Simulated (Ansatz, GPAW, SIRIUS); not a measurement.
## Ge: bulk modulus by level of theory

**What was measured.** The bulk modulus of Ge (Germanium) (Fd-3m) is reported as 75.8 GPa (arxiv:1908.00180). The runs below try to reproduce it.

```yaml
crystal:
  lattice:
    - [0.00000, 2.82891, 2.82891]
    - [2.82891, 0.00000, 2.82891]
    - [2.82891, 2.82891, 0.00000]
  atoms:
    - { symbol: Ge, position: [0.75000, 0.75000, 0.75000] }
    - { symbol: Ge, position: [0.50000, 0.50000, 0.50000] }
```

```csv
rung,level,program and potentials,cutoff (eV),k mesh,smearing,spin,core time,chip,bulk modulus (GPa),miss,notes
LDA,LDA,"Ansatz, Ansatz PAW",420,8 × 8 × 8,fermi-dirac 0.05,off,11 s,Arm Neoverse V1,70.2,-7.4 %,"potentials made for PBE, which Ansatz adapts in part"
meta-GGA,r2SCAN,"Ansatz, Ansatz PAW",500,8 × 8 × 8,fermi-dirac 0.05,off,28 s,Arm Neoverse V1,70.4,-7.1 %,"potentials made for PBE, which Ansatz adapts in part"
LDA,LDA,"GPAW, PAW data sets generated for this functional",600,8 × 8 × 8,fermi-dirac 0.05,off,32 s,Intel Xeon 6975P-C Granite Rapids,71.5,-5.7 %,-
meta-GGA,r2SCAN,"Ansatz, Ansatz PAW",500,8 × 8 × 8,fermi-dirac 0.05,"SOC, no magnetisation",2 min,Arm Neoverse V2,70.1,-7.5 %,"potentials made for PBE, which Ansatz adapts in part"
hybrid,HSE06,"Ansatz, Ansatz PAW",420,6 × 6 × 6,fermi-dirac 0.05,off,2.7 min,AMD EPYC 7R13 Zen 3,72.9,-3.8 %,"potentials made for PBE, which Ansatz adapts in part"
GGA,PBEsol,"SIRIUS, PseudoDojo 0.4.1 PBEsol standard (scalar relativistic)",1078,8 × 8 × 8,fermi-dirac 0.05,off,6.2 min,Intel Xeon Platinum 8259CL Skylake/Cascade Lake,66.1,-12.8 %,-
```

Times are single runs on shared hosts and different chips, so they are rough; meshes, cutoffs and the tasks' sizes weigh on the time. Task: equation of state. Smearing widths are in eV. The cell comes from a database and isn't always the measured one. For a metal such meshes aren't converged. Meshes differ between rows, which moves values too. Meshes are those of the run's cell of 2 atoms unless a note names another. Misses use the values as printed. Runs on faulty files, with rough fits or with known faults for this quantity aren't shown.

By rung: LDA 70.2 to 71.5; GGA 66.1; meta-GGA 70.1 to 70.4; hybrid 72.9 (GPa). Measured: 75.8 GPa (arxiv:1908.00180). Closest is HSE06 (-3.8 %). The runs are for a static lattice, while measurements hold temperature and zero-point motion.
